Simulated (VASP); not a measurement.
# ZrS2 (P-3m1) in VASP: a series of runs

The runs below take ZrS2 through relaxation of cell and atoms, with PBE+D3(BJ).

All numbers are computed with VASP 6.6.1; they aren't measurements. Logs are shortened: lines on timing, memory, paths and dates and some standing lists are left out, and cuts for length are marked.

## Step 1: The structure

It takes space group P-3m1 (No. 164, trigonal). Conventional cell: a = 3.691 Å, b = 3.691 Å, c = 6.041 Å, α = 90.00°, β = 90.00°, γ = 120.00°. Around Zr (site symmetry -3m) lie 6 S at 2.57 Å. Around S (site symmetry 3m) lie 3 Zr at 2.57 Å.

The cell is a database's computed one.

## Step 2: Relaxation of cell and atoms, PBE+D3(BJ)

File INCAR:

```
SYSTEM = ZrS2
  ALGO = Normal
  EDIFF = 1E-6
  EDIFFG = -0.01
  ENCUT = 600
  GGA = PE
  IBRION = 2
  ISIF = 3
  ISMEAR = 0
  IVDW = 12
  LASPH = .TRUE.
  LCHARG = .FALSE.
  LREAL = .FALSE.
  LWAVE = .FALSE.
  NELM = 80
  NSW = 90
  PREC = Accurate
  SIGMA = 0.03
```

File KPOINTS:

```
k-points
0
G
  9 9 5
  0 0 0
```

File POSCAR:

```
ZrS2
1.0
    3.6913825500      0.0000000000      0.0000000000
   -1.8456912700      3.1968310600      0.0000000000
    0.0000000000      0.0000000000      6.0410770100
Zr S
1 2
Direct
    0.0000000000      0.0000000000      0.0000000000
    0.6666666700      0.3333333300      0.7620900300
    0.3333333300      0.6666666700      0.2379099700
```

Potentials or basis: VASP PAW PBE potentials, release 64 (Zr_sv, S).

Launch:

```bash
$ cat potpaw_PBE.64/Zr_sv/POTCAR potpaw_PBE.64/S/POTCAR > POTCAR
$ mpirun -np 1 vasp_std > vasp.out
```

OUTCAR:

```text
SYSTEM = ZrS2
   EDIFF = 1E-6
   EDIFFG = -0.01
   ENCUT = 600
   GGA = PE
   IBRION = 2
   ISIF = 3
   ISMEAR = 0
   IVDW = 12
   LASPH = .TRUE.
   LREAL = .FALSE.
   NELM = 80
   NSW = 90
   PREC = Accurate
 IVDW          = 12

 ion  position               nearest neighbor table
   1  0.000  0.000  0.000-   2 2.57   3 2.57   3 2.57   2 2.57   2 2.57   3 2.57
   2  0.667  0.333  0.762-   1 2.57   1 2.57   1 2.57
   3  0.333  0.667  0.238-   1 2.57   1 2.57   1 2.57

  LATTYP: Found a hexagonal cell.
 ALAT       =     3.6913825500
 C/A-ratio  =     1.6365350727

  Lattice vectors:

 A1 = (   3.6913825500,   0.0000000000,   0.0000000000)
 A2 = (  -1.8456912700,   3.1968310600,   0.0000000000)
 A3 = (   0.0000000000,   0.0000000000,   6.0410770100)

Analysis of symmetry for initial positions (statically):
=====================================================================
 Subroutine PRICEL returns:
 Original cell was already a primitive cell.

 Routine SETGRP: Setting up the symmetry group for a
 hexagonal supercell.

 Subroutine GETGRP returns: Found 12 space group operations
 (whereof 12 operations were pure point group operations)
 out of a pool of 24 trial point group operations.

The static configuration has the point symmetry D_3d.

Analysis of symmetry for dynamics (positions and initial velocities):
=====================================================================
 Subroutine PRICEL returns:
 Original cell was already a primitive cell.

 Routine SETGRP: Setting up the symmetry group for a
 hexagonal supercell.

 Subroutine GETGRP returns: Found 12 space group operations
 (whereof 12 operations were pure point group operations)
 out of a pool of 24 trial point group operations.

The dynamic configuration has the point symmetry D_3d.

 Subroutine INISYM returns: Found 12 space group operations
 (whereof 12 operations are pure point group operations),
 and found     1 'primitive' translations

----------------------------------------------------------------------------------------

                                     Primitive cell

  volume of cell :      71.2891

  direct lattice vectors                    reciprocal lattice vectors
     3.691382550  0.000000000  0.000000000     0.270901210  0.156404886  0.000000000
    -1.845691270  3.196831060  0.000000000     0.000000000  0.312809774  0.000000000
     0.000000000  0.000000000  6.041077010     0.000000000  0.000000000  0.165533397

  length of vectors
     3.691382550  3.691382545  6.041077010     0.312809773  0.312809774  0.165533397

  position of ions in fractional coordinates (direct lattice)
     0.000000000  0.000000000  0.000000000
     0.666666670  0.333333330  0.762090030
     0.333333330  0.666666670  0.237909970

  ion indices of the primitive-cell ions
   primitive index   ion index
                 1           1
                 2           2
                 3           3

----------------------------------------------------------------------------------------

 KPOINTS: k-points

Automatic generation of k-mesh.
 Grid dimensions read from file:
 generate k-points for:    9    9    5

 Generating k-lattice:

  Cartesian coordinates                     Fractional coordinates (reciprocal lattice)
     0.030100134  0.017378321  0.000000000     0.111111111 -0.000000000  0.000000000
     0.000000000  0.034756642  0.000000000     0.000000000  0.111111111  0.000000000
     0.000000000  0.000000000  0.033106679     0.000000000  0.000000000  0.200000000

  Length of vectors
     0.034756641  0.034756642  0.033106679

  Shift w.r.t. Gamma in fractional coordinates (k-lattice)
     0.000000000  0.000000000  0.000000000

 Subroutine IBZKPT returns following result:
 ===========================================

 Found     50 irreducible k-points:

 Following reciprocal coordinates:
            Coordinates               Weight
  0.000000  0.000000  0.000000      1.000000
  0.111111 -0.000000  0.000000      6.000000
  0.222222  0.000000  0.000000      6.000000
  0.333333 -0.000000  0.000000      6.000000
  0.444444  0.000000  0.000000      6.000000
  0.111111  0.111111  0.000000      6.000000
[... 16 lines left out ...]
  0.222222  0.111111  0.200000     12.000000
 -0.111111  0.333333  0.200000     12.000000
 [... further k-points ...]
   k-points           NKPTS =     50   k-points in BZ     NKDIM =     50   number of bands    NBANDS=     16
   number of dos      NEDOS =    301   number of ions     NIONS =      3
   total plane-waves  NPLWV =  43200
   dimension x,y,z NGX =    30 NGY =   30 NGZ =   48
   dimension x,y,z NGXF=    60 NGYF=   60 NGZF=   96
   ions per type =               1   2
   NGX,Y,Z   is equivalent  to a cutoff of  13.51, 13.51, 13.21 a.u.
   NGXF,Y,Z  is equivalent  to a cutoff of  27.02, 27.02, 26.42 a.u.
 SYSTEM =  ZrS2
   PREC   = accura    normal or accurate (medium, high low for compatibility)
   ISTART =      0    job   : 0-new  1-cont  2-samecut
   ICHARG =      2    charge: 1-file 2-atom 10-const
   ISPIN  =      1    spin polarized calculation?
   LNONCOLLINEAR =      F non collinear calculations
   LSORBIT =      F    spin-orbit coupling
   LASPH  =      T    aspherical Exc in radial PAW
   ENCUT  =  600.0 eV  44.10 Ry    6.64 a.u.   7.37  7.37 12.07*2*pi/ulx,y,z
   NELM   =     80;   NELMIN=  2; NELMDL= -5     # of ELM steps
   EDIFF  = 0.1E-05   stopping-criterion for ELM
   LREAL  =      F    real-space projection
   EDIFFG = -.1E-01   stopping-criterion for IOM
   NSW    =     90    number of steps for IOM
   IBRION =      2    ionic relax: 0-MD 1-quasi-New 2-CG
   NFREE  =      1    steps in history (QN), initial steepest desc. (CG)
   ISIF   =      3    stress and relaxation
   ISYM   =      2    0-nonsym 1-usesym 2-fastsym
   POTIM  = 0.5000    time-step for ionic-motion
   TEBEG  =    0.0;   TEEND  =   0.0 temperature during run
   PSTRESS=    0.0 pullay stress
   NELECT =      24.0000    total number of electrons
   NUPDOWN=      -1.0000    fix difference up-down
   EMIN   =  10.00;   EMAX   =-10.00  energy-range for DOS
   EFERMI =   0.00;   METHOD = LEGACY
   ISMEAR =     0;   SIGMA  =   0.03  broadening in eV -4-tet -1-fermi 0-gaus
   EFERMI_NEDOS =   21; number of points for ismear=-14 and -15
   IALGO  =     38    algorithm
   IMIX   =      4    mixing-type and parameters
     AMIX     =   0.40;   BMIX     =  1.00
     AMIX_MAG =   1.60;   BMIX_MAG =  1.00
  volume/ion in A,a.u.               =      23.76       160.36
  Fermi-wavevector in a.u.,A,eV,Ry     =   1.138861  2.152136 17.646828  1.297005
  Thomas-Fermi vector in A             =   2.275565
   LORBIT       =      0    0 simple, 1 ext, 2 COOP (PROOUT), +10 PAW based schemes
   GGA     = PE    functional components
   LHFCALC =     F    Hartree Fock is set to
   AEXX    =    0.0000 exact exchange contribution
   IVDW    =    12    specifies the selected vdW correction
   LEPSILON=     F    determine dielectric tensor
   LRPA    =     F    only Hartree local field effects (RPA)
 conjugate gradient relaxation of ions
 non-spin polarized calculation
 Gauss-broadening in eV      SIGMA  =   0.03
  energy-cutoff  :      600.00
  volume of cell :       71.29
 maximum number of plane-waves:      2430
 NGX is ok and might be reduce to    30
   NGX = 15   NGY = 15   NGZ = 25

--------------------------------------- Ionic step        1  -------------------------------------------

 number of electron      23.9999998 magnetization

 Free energy of the ion-electron system (eV)
  ---------------------------------------------------
  ext. energy  EPLUGINS =         0.00000000
  ---------------------------------------------------
  free energy    TOTEN  =       -21.42573670 eV

  energy without entropy =      -21.42573670  energy(sigma->0) =      -21.42573670

------------------------ aborting loop because EDIFF is reached ----------------------------------------

 Edisp (eV)   -0.99101

 E8    (eV) :    -0.4197
[... 108 lines left out ...]
  FREE ENERGIE OF THE ION-ELECTRON SYSTEM (eV)
  ---------------------------------------------------
  free  energy   TOTEN  =       -22.4276868987 eV

  energy  without entropy=      -22.4276868987  energy(sigma->0) =      -22.42768690

 E-fermi :   6.4764     XC(G=0): -10.1557

 val. band max:        6.2958003652   @ k =   0.0000   0.0000   0.0000
 cond. band min:       6.6766722998   @ k =   0.0000   0.4444   0.4000
 fundamental gap:      0.3808719346
 Fermi energy:         6.4764375886

 k-point     1 :       0.0000    0.0000    0.0000
  band No.  band energies     occupation
      1     -43.1038      2.00000
      2     -21.1950      2.00000
      3     -21.0214      2.00000
      4     -21.0214      2.00000
      5      -7.2763      2.00000
      6      -5.3172      2.00000
[... 433 lines left out ...]
      3     -21.1530      2.00000
      4     -21.0733      2.00000
      5      -6.4415      2.00000
      6      -5.6082      2.00000
[... 8 lines left out ...]
     15       9.3151      0.00000
     16      10.2855      0.00000

 [... further k-points ...]

[... ionic steps 4 to 9 ...]

--------------------------------------- Ionic step       10  -------------------------------------------

 number of electron      23.9999999 magnetization

------------------------ aborting loop because EDIFF is reached ----------------------------------------
[... 77 lines left out ...]
--------------------------------------- Ionic step       12  -------------------------------------------

 number of electron      24.0000000 magnetization

 Free energy of the ion-electron system (eV)
  ---------------------------------------------------
  ext. energy  EPLUGINS =         0.00000000
  ---------------------------------------------------
  free energy    TOTEN  =       -21.36876055 eV

  energy without entropy =      -21.36876055  energy(sigma->0) =      -21.36876055

 E-fermi :   5.4247     XC(G=0):  -9.8155

 val. band max:        5.2536687102   @ k =   0.0000   0.0000   0.0000
 cond. band min:       5.9567311078   @ k =   0.0000   0.4444   0.4000
 fundamental gap:      0.7030623976
 Fermi energy:         5.4247190884

 k-point     1 :       0.0000    0.0000    0.0000
  band No.  band energies     occupation
      1     -43.8520      2.00000
      2     -21.9290      2.00000
      3     -21.7634      2.00000
      4     -21.7634      2.00000
      5      -7.7503      2.00000
      6      -6.1283      2.00000
[... 433 lines left out ...]
      3     -21.8883      2.00000
      4     -21.8136      2.00000
      5      -6.9613      2.00000
      6      -6.3356      2.00000
[... 8 lines left out ...]
     15       8.5801      0.00000
     16       9.5598      0.00000

 [... further k-points ...]

------------------------ aborting loop because EDIFF is reached ----------------------------------------

 Edisp (eV)   -1.08878

 E8    (eV) :    -0.4624
[... 26 lines left out ...]
  FREE ENERGIE OF THE ION-ELECTRON SYSTEM (eV)
  ---------------------------------------------------
  free  energy   TOTEN  =       -22.4575449568 eV

  energy  without entropy=      -22.4575449568  energy(sigma->0) =      -22.45754496

 reached required accuracy - stopping structural energy minimisation
```

Run time: 3.2 min. Hardware: 1 thread of Intel Xeon 6975P-C (Granite Rapids), shared host; peak memory 0.26 GiB.

Results:

```
Free energy                            : -22.4575 eV
Relaxed volume                         : 21.84 Å³/atom
Relaxed cell                           : a = 3.635 Å, b = 3.635 Å, c = 5.725 Å, α = 90.00°, β = 90.00°, γ = 120.00°
Space group after relaxing (to 0.05 Å) : P-3m1 (No. 164)
Energy gained by relaxing              : 13.6 meV/atom
Ionic steps                            : 12
Pressure after relaxing                : 0.0 GPa
Band gap on the k mesh                 : 0.70 eV, indirect (least direct gap 1.42 eV)
Dispersion energy per atom             : -0.363 eV
```

Forces in eV/Å, atoms in the order of the input:
```
Zr   0.000  0.000  0.000
S    0.000  0.000 -0.002
S    0.000  0.000  0.002
```

Step by step:
| step | energy change (eV) | largest force (eV/Å) | pressure (GPa) | volume (Å³) |
| --- | --- | --- | --- | --- |
| 1 | 0.0000 | 0.0633 | -1.91 | 71.29 |
| 2 | -0.0046 | 0.4994 | 1.84 | 68.40 |
| 3 | -0.0109 | 0.3056 | 0.15 | 69.63 |
| 4 | -0.0179 | 0.2029 | 0.02 | 69.18 |
| 5 | -0.0218 | 0.0401 | -0.18 | 68.48 |
| 6 | -0.0279 | 0.0380 | -0.13 | 67.81 |
| 7 | -0.0396 | 0.0286 | 0.18 | 65.81 |
| 8 | -0.0049 | 0.0661 | 1.74 | 61.81 |
| 9 | -0.0399 | 0.0798 | 0.57 | 65.35 |
| 10 | -0.0309 | 0.2838 | -2.04 | 66.27 |
| 11 | -0.0408 | 0.0047 | -0.04 | 65.56 |
| 12 | -0.0408 | 0.0023 | -0.03 | 65.52 |

Final structure:
```cif
data_structure
_symmetry_space_group_name_H-M 'P 1'
_symmetry_Int_Tables_number 1
_cell_length_a 3.6352
_cell_length_b 3.6352
_cell_length_c 5.7250
_cell_angle_alpha 90.000
_cell_angle_beta 90.000
_cell_angle_gamma 120.000
_cell_volume 65.52
loop_
_atom_site_label
_atom_site_type_symbol
_atom_site_fract_x
_atom_site_fract_y
_atom_site_fract_z
_atom_site_occupancy
Zr1 Zr 0.00000 0.00000 0.00000 1
S1 S 0.66667 0.33333 0.74487 1
S2 S 0.33333 0.66667 0.25513 1
```

Caveat: an odd mesh through Γ misses points on the zone boundary, where band edges often lie. Expect the measured gap to be larger: semilocal functionals such as PBE lack the derivative discontinuity.

## Step 3: Relaxation of cell and atoms, PBE+D3(BJ)

This run uses another cell than the first one, of 21.84 Å³/atom, 0.919 times its volume.

Edit INCAR of step 2 so:

```diff
@@ -2,4 +2,4 @@
   ALGO = Normal
-  EDIFF = 1E-6
-  EDIFFG = -0.01
+  EDIFF = 1E-7
+  EDIFFG = -0.005
   ENCUT = 600
```

KPOINTS is that of step 2.

File POSCAR:

```
ZrS2                                    
1.0
    3.6351731569     -0.0000000001     -0.0000000000
   -1.8175865736      3.1481522979      0.0000000000
    0.0000000000      0.0000000000      5.7250098521
  Zr              S             
     1     2
Direct
     0.0000000000000000    1.0000000000000000    0.0000000000000000
     0.6666666699999979    0.3333333300000021    0.7448742150422769
     0.3333333300000021    0.6666666699999979    0.2551257849577230
```

Potentials or basis: VASP PAW PBE potentials, release 64 (Zr_sv, S).

Launch:

```bash
$ cat potpaw_PBE.64/Zr_sv/POTCAR potpaw_PBE.64/S/POTCAR > POTCAR
$ mpirun -np 1 vasp_std > vasp.out
```

It took 64 s on 1 thread of Intel Xeon 6975P-C (Granite Rapids), shared host; peak memory 0.24 GiB.

It converged, with:

- Free energy: -22.4569 eV
- Relaxed volume: 21.82 Å³/atom
- Relaxed cell: a = 3.634 Å, b = 3.634 Å, c = 5.724 Å, α = 90.00°, β = 90.00°, γ = 120.00°
- Space group after relaxing (to 0.05 Å): P-3m1 (No. 164)
- Energy gained by relaxing: 0.0 meV/atom
- Ionic steps: 4
- Pressure after relaxing: 0.0 GPa
- Largest force after relaxing: 0.005 eV/Å
- Band gap on the k mesh: 0.70 eV, indirect (least direct gap 1.42 eV)
- Dispersion energy per atom: -0.363 eV

Forces in eV/Å, atoms in the order of the input:
```
Zr   0.000  0.000  0.000
S    0.000  0.000 -0.005
S    0.000  0.000  0.005
```

Final structure:
```cif
data_structure
_symmetry_space_group_name_H-M 'P 1'
_symmetry_Int_Tables_number 1
_cell_length_a 3.6341
_cell_length_b 3.6341
_cell_length_c 5.7240
_cell_angle_alpha 90.000
_cell_angle_beta 90.000
_cell_angle_gamma 120.000
_cell_volume 65.47
loop_
_atom_site_label
_atom_site_type_symbol
_atom_site_fract_x
_atom_site_fract_y
_atom_site_fract_z
_atom_site_occupancy
Zr1 Zr 0.00000 0.00000 0.00000 1
S1 S 0.66667 0.33333 0.74478 1
S2 S 0.33333 0.66667 0.25522 1
```

Levels at points of the mesh, in eV from the valence-band top:
| k point | band 10 | band 11 | band 12 | band 13 | band 14 | band 15 |
| --- | --- | --- | --- | --- | --- | --- |
| (0.00, 0.00, 0.00) | -0.23 | -0.23 | 0.00 | 1.42 | 1.42 | 2.12 |

Caveat: an odd mesh through Γ misses points on the zone boundary, where band edges often lie. PBE gaps usually lie below the measured ones, often by a third to a half.
